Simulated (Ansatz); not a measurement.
# Nickel, bcc: HSE06 at the PBE geometry

Aim: see what exact exchange does to the levels and moments, and what it costs. The cell comes from an earlier PBE relaxation. Exact exchange is dear, so the k-mesh is coarse, and PBE is run on the same mesh for comparison.

Method: DFT, plane waves (420 eV) with PBE-made PAW files, scalar-relativistic; functionals as named at each step, in Ansatz 0.2.0.

## Step 1: The system as given

The structure is cubic, space group Im-3m (No. 229). The conventional cell has a = 2.793 Å, b = 2.793 Å, c = 2.793 Å, α = 90.00°, β = 90.00°, γ = 90.00°. Ni (site symmetry m-3m) has 8 Ni at 2.42 Å as nearest neighbours.

Coordinates:

```cif
data_structure
_symmetry_space_group_name_H-M 'P 1'
_symmetry_Int_Tables_number 1
_cell_length_a 2.7926
_cell_length_b 2.7926
_cell_length_c 2.7926
_cell_angle_alpha 90.000
_cell_angle_beta 90.000
_cell_angle_gamma 90.000
_cell_volume 21.78
loop_
_atom_site_label
_atom_site_type_symbol
_atom_site_fract_x
_atom_site_fract_y
_atom_site_fract_z
_atom_site_occupancy
Ni1 Ni 0.00000 0.00000 0.00000 1
Ni2 Ni 0.50000 0.50000 0.50000 1
```

The atoms start with moments of +0.58 ×2 μB.

## Step 2: PBE on the coarse mesh

The run with PBE.

Input file input.yaml:

```yaml
crystal:
  lattice:
    - [2.7926050183, 0.0, 0.0]
    - [0.0, 2.7926050183, 0.0]
    - [0.0, 0.0, 2.7926050183]
  atoms:
    - { symbol: Ni, position: [0.0, 0.0, 0.0], spin: 0.582 }
    - { symbol: Ni, position: [0.5, 0.5, 0.5], spin: 0.582 }
hamiltonian:
  xc: pbe
  pseudopotentials:
    kind: paw
    azcp:
      Ni: "pseudopotentials/Ni.paw.azcp"
basis:
  ecutwfc: 420
  fft_grid_basis: typed
kpoints:
  mp_grid: { grid: [6, 6, 6], shift: [0, 0, 0] }
magnetization:
  spin_polarized: true
scf:
  occupations: { method: fermi_dirac, width: 0.1 }
```

Command:

```sh
> ansatz run input.yaml --threads 4 --pin off --max-ram 8192MiB --backend cpu --events-out ev --progress --plain --runs-dir out
```

## Step 3: HSE06 on the coarse mesh

The run with HSE06.

Edit input.yaml of step 2 so:

```diff
@@ -9,3 +9,3 @@
 hamiltonian:
-  xc: pbe
+  xc: hse06
   pseudopotentials:
```

(Steps that only read results are left out.)

Q: Predict the outcome of this session. Wanted: PBE: gap; PBE: magnetic state; HSE06: gap; HSE06: magnetic state.

The runs gave:

| quantity | value |
| --- | --- |
| PBE: gap | none (levels filled in part) |
| PBE: magnetic state | ferromagnetic, up to 0.21 μB per atom |
| HSE06: gap | none (levels filled in part) |
| HSE06: magnetic state | ferromagnetic, up to 0.82 μB per atom |
| HSE06: SCF cycles, exchange loops | 45, 3 |
| HSE06: CPU time over that of PBE | 5.3 |

What this shows: Neither PBE nor HSE06 shows a clean gap on this mesh. The largest moment goes from 0.21 to 0.82 μB; exact exchange favours larger moments in itinerant magnets. The hybrid took 5.3 times as much CPU time as PBE on the same settings. The exchange operator of HSE06 was renewed in 3 outer loops. Absolute energies differ from functional to functional, by eV per atom at times, and say nothing by themselves.
